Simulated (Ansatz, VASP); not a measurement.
# One calculation of Gd, two programs

```xyz
1
Lattice="-2.0250 2.0250 2.0250 2.0250 -2.0250 2.0250 2.0250 2.0250 -2.0250" Properties=species:S:1:pos:R:3 pbc="T T T"
Gd    0.0000    0.0000    0.0000
```

Alike in both runs: task single point; functional PBE; k mesh 12 × 12 × 12; occupations fermi-dirac, width 0.03 eV; collinear spin.

|  | VASP | Ansatz |
| --- | --- | --- |
| version | VASP 6.6.1 | Ansatz 0.2.0 |
| potentials or method | VASP PAW PBE potentials, release 64 (Gd) | PAW with Ansatz's default frozen-core files, scalar-relativistic |
| plane-wave cutoff (eV) | 520 | 420 |
| valence electrons in the cell | 18 | 18 |

```tsv
	VASP	Ansatz	Ansatz less VASP
net moment per atom (μB)	7.67	7.66	-0.006
size of the moment on the site where the two differ most (μB)	7.02	7.36	+0.339
```

Site moments also hang on the region over which each program counts them. With one functional, cell and mesh, what is left measures potentials, basis and numerics.

 The state reached can hang on the start; a lower one may exist.
